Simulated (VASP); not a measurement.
# SiC (Moissanite 3C) (F-43m) in VASP: notebook

The runs below take SiC (Moissanite 3C) through band structure, with r2SCAN, SCAN, rSCAN, TPSS.

Everything below comes from runs of VASP 6.6.1. Logs are shortened: lines on timing, memory, paths and dates and some standing lists are left out, and cuts for length are marked.

**What was measured.**

“Insight into the structural, elastic and electronic properties of a new orthorhombic 6O-SiC polytype”, 2020, pmc:7200658 quotes, for a bulk crystal of SiC: band gap 2.4 eV (indirect).

How close the calculation comes is told below.

## 1. The structure

It takes space group F-43m (No. 216, cubic). The conventional cell has a = 4.358 Å, b = 4.358 Å, c = 4.358 Å, α = 90.00°, β = 90.00°, γ = 90.00°. Si (site symmetry -43m) has 4 C at 1.89 Å as nearest neighbours. C (site symmetry -43m) has 4 Si at 1.89 Å as nearest neighbours.

## 2. Band structure, r2SCAN

INCAR reads:

```
SYSTEM = SiC
PREC     = Accurate       ! precision mode
ENCUT    = 520            ! plane-wave cutoff, eV
EDIFF    = 1E-7           ! SCF threshold, eV
ISMEAR   = -1             ! smearing method
SIGMA    = 0.05           ! smearing width, eV
LREAL    = .FALSE.        ! projectors in reciprocal space
LASPH    = .TRUE.         ! aspherical terms in the spheres
NELM     = 80             ! most SCF steps
ALGO     = Normal         ! electronic algorithm
ISIF     = 2              ! what is computed and relaxed
LWAVE    = .FALSE.        ! write WAVECAR
LCHARG   = .FALSE.        ! write CHGCAR
METAGGA  = R2SCAN         ! meta-GGA
LMIXTAU  = .TRUE.       
NBANDS   = 11             ! bands
```

KPOINTS reads:

```
Automatic mesh
0
G
  10 10 10
  0 0 0
```

POSCAR reads:

```
SiC
1.0
    0.0000000000      2.1790000000      2.1790000000
    2.1790000000      0.0000000000      2.1790000000
    2.1790000000      2.1790000000      0.0000000000
Si C
1 1
Direct
    0.0000000000      0.0000000000      0.0000000000
    0.7500000000      0.7500000000      0.7500000000
```

KPOINTS_OPT reads:

```
path GXWKGLUWLK,UX
10
line-mode
reciprocal
 0.0000000000  0.0000000000  0.0000000000  G
 0.5000000000  0.0000000000  0.5000000000  X

 0.5000000000  0.0000000000  0.5000000000  X
 0.5000000000  0.2500000000  0.7500000000  W

 0.5000000000  0.2500000000  0.7500000000  W
 0.3750000000  0.3750000000  0.7500000000  K

 0.3750000000  0.3750000000  0.7500000000  K
 0.0000000000  0.0000000000  0.0000000000  G

 0.0000000000  0.0000000000  0.0000000000  G
 0.5000000000  0.5000000000  0.5000000000  L

 0.5000000000  0.5000000000  0.5000000000  L
 0.6250000000  0.2500000000  0.6250000000  U

 0.6250000000  0.2500000000  0.6250000000  U
 0.5000000000  0.2500000000  0.7500000000  W

 0.5000000000  0.2500000000  0.7500000000  W
 0.5000000000  0.5000000000  0.5000000000  L

 0.5000000000  0.5000000000  0.5000000000  L
 0.3750000000  0.3750000000  0.7500000000  K

 0.6250000000  0.2500000000  0.6250000000  U
 0.5000000000  0.0000000000  0.5000000000  X
```

Potentials or basis: VASP PAW PBE potentials, release 64 (Si, C).

Launch:

```console
$ cat potpaw_PBE.64/Si/POTCAR potpaw_PBE.64/C/POTCAR > POTCAR
$ mpirun -np 1 vasp_std > vasp.out
```

OUTCAR:

```text
SYSTEM = SiC
   PREC = Accurate
   ENCUT = 520
   EDIFF = 1E-7
   ISMEAR = -1
   LREAL = .FALSE.
   LASPH = .TRUE.
   NELM = 80
   ISIF = 2
   METAGGA = R2SCAN

 ion  position               nearest neighbor table
   1  0.000  0.000  0.000-   2 1.89   2 1.89   2 1.89   2 1.89
   2  0.750  0.750  0.750-   1 1.89   1 1.89   1 1.89   1 1.89

  LATTYP: Found a face centered cubic cell.
 ALAT       =     4.3580000000

  Lattice vectors:

 A1 = (   0.0000000000,   2.1790000000,   2.1790000000)
 A2 = (   2.1790000000,   0.0000000000,   2.1790000000)
 A3 = (   2.1790000000,   2.1790000000,   0.0000000000)

Analysis of symmetry for initial positions (statically):
=====================================================================
 Subroutine PRICEL returns:
 Original cell was already a primitive cell.

 Routine SETGRP: Setting up the symmetry group for a
 face centered cubic supercell.

 Subroutine GETGRP returns: Found 24 space group operations
 (whereof 24 operations were pure point group operations)
 out of a pool of 48 trial point group operations.

The static configuration has the point symmetry T_d .

Analysis of symmetry for dynamics (positions and initial velocities):
=====================================================================
 Subroutine PRICEL returns:
 Original cell was already a primitive cell.

 Routine SETGRP: Setting up the symmetry group for a
 face centered cubic supercell.

 Subroutine GETGRP returns: Found 24 space group operations
 (whereof 24 operations were pure point group operations)
 out of a pool of 48 trial point group operations.

The dynamic configuration has the point symmetry T_d .

 Subroutine INISYM returns: Found 24 space group operations
 (whereof 24 operations are pure point group operations),
 and found     1 'primitive' translations

----------------------------------------------------------------------------------------

                                     Primitive cell

  volume of cell :      20.6920

  direct lattice vectors                    reciprocal lattice vectors
     0.000000000  2.179000000  2.179000000    -0.229463056  0.229463056  0.229463056
     2.179000000  0.000000000  2.179000000     0.229463056 -0.229463056  0.229463056
     2.179000000  2.179000000  0.000000000     0.229463056  0.229463056 -0.229463056

  length of vectors
     3.081571352  3.081571352  3.081571352     0.397441672  0.397441672  0.397441672

  position of ions in fractional coordinates (direct lattice)
     0.000000000  0.000000000  0.000000000
[... 87 lines left out ...]
   TEBEG  =    0.0;   TEEND  =   0.0 temperature during run
   PSTRESS=    0.0 pullay stress
   NELECT =       8.0000    total number of electrons
   NUPDOWN=      -1.0000    fix difference up-down
   EMIN   =  10.00;   EMAX   =-10.00  energy-range for DOS
   EFERMI =   0.00;   METHOD = LEGACY
   ISMEAR =    -1;   SIGMA  =   0.05  broadening in eV -4-tet -1-fermi 0-gaus
   EFERMI_NEDOS =   21; number of points for ismear=-14 and -15
   IALGO  =     38    algorithm
   IMIX   =      4    mixing-type and parameters
     AMIX     =   0.40;   BMIX     =  1.00
     AMIX_MAG =   1.60;   BMIX_MAG =  1.00
  volume/ion in A,a.u.               =      10.35        69.82
  Fermi-wavevector in a.u.,A,eV,Ry     =   1.192626  2.253736 19.352338  1.422357
  Thomas-Fermi vector in A             =   2.328660
   LORBIT       =      0    0 simple, 1 ext, 2 COOP (PROOUT), +10 PAW based schemes
   METAGGA = R2SCAN    functional components
   LHFCALC =     F    Hartree Fock is set to
   AEXX    =    0.0000 exact exchange contribution
   IVDW    =     0    specifies the selected vdW correction
   LEPSILON=     F    determine dielectric tensor
   LRPA    =     F    only Hartree local field effects (RPA)
 non-spin polarized calculation
  energy-cutoff  :      520.00
  volume of cell :       20.69
 maximum number of plane-waves:       568
   NGX = 11   NGY = 11   NGZ = 11

 number of electron       8.0000001 magnetization

 Free energy of the ion-electron system (eV)
  ---------------------------------------------------
  ext. energy  EPLUGINS =         0.00000000
  ---------------------------------------------------
  free energy    TOTEN  =       -19.32692679 eV

  energy without entropy =      -19.32692679  energy(sigma->0) =      -19.32692679

 E-fermi :   8.8696     XC(G=0): -11.9344

 val. band max:        7.9822989012   @ k =   0.0000   0.0000   0.0000
 cond. band min:       9.7073137454   @ k =   0.5000   0.5000   0.0000
 fundamental gap:      1.7250148442
 Fermi energy:         8.8695962715

 k-point     1 :       0.0000    0.0000    0.0000
  band No.  band energies     occupation
      1      -8.1973      2.00000
      2       7.9823      2.00000
      3       7.9823      2.00000
      4       7.9823      2.00000
      5      14.8163      0.00000
      6      15.8310      0.00000
      7      15.8310      0.00000
      8      15.8310      0.00000
      9      23.1908      0.00000
     10      23.1908      0.00000
     11      25.7459      0.00000
[... 309 lines left out ...]
 k-point    24 :       0.4000    0.3000    0.0000
  band No.  band energies     occupation
      1      -4.9632      2.00000
      2       2.1465      2.00000
      3       4.7108      2.00000
      4       5.2364      2.00000
      5      11.2791      0.00000
      6      14.1431      0.00000
      7      20.4803      0.00000
      8      20.7850      0.00000
      9      22.8251      0.00000
     10      27.0674      0.00000
     11      30.4771      0.00000

 [... further k-points ...]

------------------------ aborting loop because EDIFF is reached ----------------------------------------

  FORCE on cell =-STRESS in cart. coord.  units (eV):
  Direction    XX          YY          ZZ          XY          YZ          ZX
  --------------------------------------------------------------------------------------
  -------------------------------------------------------------------------------------
  Total       -0.0572233     -0.0572233     -0.0572233     -0.0000000      0.0000000     -0.0000000
  in kB       -4.4307961     -4.4307961     -4.4307961     -0.0000000      0.0000000     -0.0000000
  external PRESSURE =      -4.4307961 kB  Pullay stress =       0.0000000 kB

 VOLUME and BASIS-vectors are now :
 -----------------------------------------------------------------------------
  energy-cutoff  :      520.00
  volume of cell :       20.69
      direct lattice vectors                 reciprocal lattice vectors
     0.000000000  2.179000000  2.179000000    -0.229463056  0.229463056  0.229463056
     2.179000000  0.000000000  2.179000000     0.229463056 -0.229463056  0.229463056
     2.179000000  2.179000000  0.000000000     0.229463056  0.229463056 -0.229463056

 POSITION                                       TOTAL-FORCE (eV/Angst)
 -----------------------------------------------------------------------------------
      0.00000      0.00000      0.00000        -0.000000     -0.000000     -0.000000
      3.26850      3.26850      3.26850         0.000000      0.000000      0.000000
 -----------------------------------------------------------------------------------
    total drift:                                0.000001      0.000001      0.000001

  FREE ENERGIE OF THE ION-ELECTRON SYSTEM (eV)
  ---------------------------------------------------
  free  energy   TOTEN  =       -19.3269267894 eV

  energy  without entropy=      -19.3269267889  energy(sigma->0) =      -19.32692679
```

stdout:

```text
POSCAR found type information on POSCAR SiC
 POSCAR found :  2 types and       2 ions
 scaLAPACK will be used
 -----------------------------------------------------------------------------
|                                                                             |
|                                                                             |
|     You enforced a specific xc type in the INCAR file but a different       |
|     I HOPE YOU KNOW WHAT YOU ARE DOING!                                     |
|                                                                             |
 -----------------------------------------------------------------------------

 LDA part: xc-table for (None), standard interpolation
 POSCAR, INCAR and KPOINTS ok, starting setup
 FFT: planning ... GRIDC
 FFT: planning ... GRID_SOFT
 FFT: planning ... GRID
 WAVECAR not read
 entering main loop
 Start KPOINTS_OPT (optional k-point list driver)
k-point batch [1-47\100]
k-point batch [48-94\100]
k-point batch [95-100\100]
```

It took 62 s on 1 thread of Intel Xeon Platinum 8259CL at 2.50GHz (Skylake/Cascade Lake), shared host; peak memory 0.14 GiB.

What came out:

```
Free energy             : -19.3269 eV
Pressure                : -0.4 GPa
Band gap on the k mesh  : 1.72 eV, indirect (least direct gap 5.06 eV)
Band gap along the path : 1.72 eV, indirect (least direct gap 5.06 eV)
```

Levels at the corners of the path, in eV from the valence-band top:
| point | band 1 | band 2 | band 3 | band 4 | band 5 | band 6 | band 7 | band 8 | band 9 |
| --- | --- | --- | --- | --- | --- | --- | --- | --- | --- |
| Γ | -16.18 | 0.00 | 0.00 | 0.00 | 6.83 | 7.85 | 7.85 | 7.85 | 15.21 |
| X | -11.09 | -8.05 | -3.33 | -3.33 | 1.72 | 4.82 | 15.13 | 15.13 | 15.99 |
| X | -11.09 | -8.05 | -3.33 | -3.33 | 1.72 | 4.82 | 15.13 | 15.13 | 15.99 |
| W | -10.87 | -7.24 | -5.18 | -4.81 | 5.73 | 10.13 | 10.23 | 10.46 | 15.34 |
| W | -10.87 | -7.24 | -5.18 | -4.81 | 5.73 | 10.13 | 10.23 | 10.46 | 15.34 |
| K | -11.10 | -7.50 | -5.72 | -2.71 | 3.54 | 8.41 | 12.71 | 13.42 | 14.03 |
| K | -11.10 | -7.50 | -5.72 | -2.71 | 3.54 | 8.41 | 12.71 | 13.42 | 14.03 |
| Γ | -16.18 | 0.00 | 0.00 | 0.00 | 6.83 | 7.85 | 7.85 | 7.85 | 15.21 |
| Γ | -16.18 | 0.00 | 0.00 | 0.00 | 6.83 | 7.85 | 7.85 | 7.85 | 15.21 |
| L | -12.56 | -8.82 | -1.11 | -1.11 | 5.99 | 7.75 | 7.75 | 10.95 | 17.41 |
| L | -12.56 | -8.82 | -1.11 | -1.11 | 5.99 | 7.75 | 7.75 | 10.95 | 17.41 |
| U | -11.10 | -7.50 | -5.72 | -2.71 | 3.54 | 8.41 | 12.71 | 13.42 | 14.03 |
| U | -11.10 | -7.50 | -5.72 | -2.71 | 3.54 | 8.41 | 12.71 | 13.42 | 14.03 |
| W | -10.87 | -7.24 | -5.18 | -4.81 | 5.73 | 10.13 | 10.23 | 10.46 | 15.34 |
| W | -10.87 | -7.24 | -5.18 | -4.81 | 5.73 | 10.13 | 10.23 | 10.46 | 15.34 |
| L | -12.56 | -8.82 | -1.11 | -1.11 | 5.99 | 7.75 | 7.75 | 10.95 | 17.41 |
| L | -12.56 | -8.82 | -1.11 | -1.11 | 5.99 | 7.75 | 7.75 | 10.95 | 17.41 |
| K | -11.10 | -7.50 | -5.72 | -2.71 | 3.54 | 8.41 | 12.71 | 13.42 | 14.03 |
| U | -11.10 | -7.50 | -5.72 | -2.71 | 3.54 | 8.41 | 12.71 | 13.42 | 14.03 |
| X | -11.09 | -8.05 | -3.33 | -3.33 | 1.72 | 4.82 | 15.13 | 15.13 | 15.99 |

Caveat: the PAW data sets were made with another functional, which shifts forces and pressure a little.

## 3. Band structure, SCAN

INCAR reads:

```
ALGO = Normal
EDIFF = 1E-7
ENCUT = 520
ISIF = 2
ISMEAR = -1
LASPH = T
LCHARG = F
LMIXTAU = T
LREAL = F
LWAVE = F
METAGGA = SCAN
NBANDS = 11
NELM = 60
PREC = Accurate
SIGMA = 0.05
```

KPOINTS reads:

```
k-points
0
Gamma
  10 10 10
```

POSCAR is that of step 2.

KPOINTS_OPT is that of step 2.

Potentials or basis: VASP PAW PBE potentials, release 64 (Si, C).

Launch:

```console
$ cat potpaw_PBE.64/Si/POTCAR potpaw_PBE.64/C/POTCAR > POTCAR
$ mpirun -np 1 vasp_std > vasp.out
```

Run time: 65 s. Hardware: 1 thread of Intel Xeon Platinum 8259CL at 2.50GHz (Skylake/Cascade Lake), shared host; peak memory 0.14 GiB.

It converged, with:

```
Free energy             : -20.6925 eV
Pressure                : -1.0 GPa
Band gap on the k mesh  : 1.71 eV, indirect (least direct gap 5.06 eV)
Band gap along the path : 1.71 eV, indirect (least direct gap 5.06 eV)
```

Levels at the corners of the path, in eV from the valence-band top:
```tsv
point	band 2	band 3	band 4	band 5	band 6	band 7
Γ	0.00	0.00	0.00	6.80	7.79	7.79
X	-8.08	-3.35	-3.35	1.71	4.81	15.05
X	-8.08	-3.35	-3.35	1.71	4.81	15.05
W	-7.27	-5.18	-4.82	5.72	10.08	10.21
W	-7.27	-5.18	-4.82	5.72	10.08	10.21
K	-7.53	-5.72	-2.73	3.53	8.40	12.66
K	-7.53	-5.72	-2.73	3.53	8.40	12.66
Γ	0.00	0.00	0.00	6.80	7.79	7.79
Γ	0.00	0.00	0.00	6.80	7.79	7.79
L	-8.83	-1.12	-1.12	5.96	7.72	7.72
L	-8.83	-1.12	-1.12	5.96	7.72	7.72
U	-7.53	-5.72	-2.73	3.53	8.40	12.66
U	-7.53	-5.72	-2.73	3.53	8.40	12.66
W	-7.27	-5.18	-4.82	5.72	10.08	10.21
W	-7.27	-5.18	-4.82	5.72	10.08	10.21
L	-8.83	-1.12	-1.12	5.96	7.72	7.72
L	-8.83	-1.12	-1.12	5.96	7.72	7.72
K	-7.53	-5.72	-2.73	3.53	8.40	12.66
U	-7.53	-5.72	-2.73	3.53	8.40	12.66
X	-8.08	-3.35	-3.35	1.71	4.81	15.05
```

Caveat: the PAW data sets were made with another functional, which shifts forces and pressure a little.

[end of part 1 of 2]
